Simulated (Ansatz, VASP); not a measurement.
## Two plane-wave programs on CdTe

```xyz
2
Lattice="0.0000 3.2050 3.2050 3.2050 0.0000 3.2050 3.2050 3.2050 0.0000" Properties=species:S:1:pos:R:3 pbc="T T T"
Te    4.8075    4.8075    4.8075
Cd    0.0000    0.0000    0.0000
```

Alike in both runs: task relaxation of cell and atoms; functional RPBE; k mesh 7 × 7 × 7; occupations fermi-dirac, width 0.05 eV; no spin polarisation.

|  | VASP | Ansatz |
| --- | --- | --- |
| version | VASP 6.6.1 | Ansatz 0.2.0 |
| potentials or method | VASP PAW PBE potentials, release 64 (Te, Cd) | Ansatz PAW |
| plane-wave cutoff (eV) | 600 | 420 |
| valence electrons in the cell | 18 | 36 |

Ansatz gave:

```
relaxed volume (Å³/atom)                                     : 37.98
relaxed cell length with the largest relative difference (Å) : 4.754
energy change over the relaxation (meV/atom)                 : -82
```

What did VASP give for the same quantities?

Relaxed volume (Å³/atom): 37.95; relaxed cell length with the largest relative difference (Å): 4.753; energy change over the relaxation (meV/atom): -84.

The two sets of potentials don't hold the same shells in valence.

Caveats: the volume moved by over 15 % at a fixed basis, so the end points are rough; spin-orbit coupling is left out, which moves the levels of the heavy elements; the volume moved by +15 % from the deposited cell, more than functionals usually miss; the PAW data sets were made with another functional, which shifts forces and pressure a little (VASP); odd divisions of the mesh miss points on the zone boundary, where band edges often lie, so the gap on the mesh can be too wide (Ansatz); the plane-wave basis is chosen anew once the cell has moved, so the energies of steps on either side of that aren't comparable (Ansatz); the PAW data sets come from PBE, with cores solved anew for the run's functional, which leaves a small shift of forces and pressure (Ansatz). Expect the measured gap to be larger: semilocal functionals such as RPBE lack the derivative discontinuity. Zero-point motion and thermal expansion aren't in these numbers.
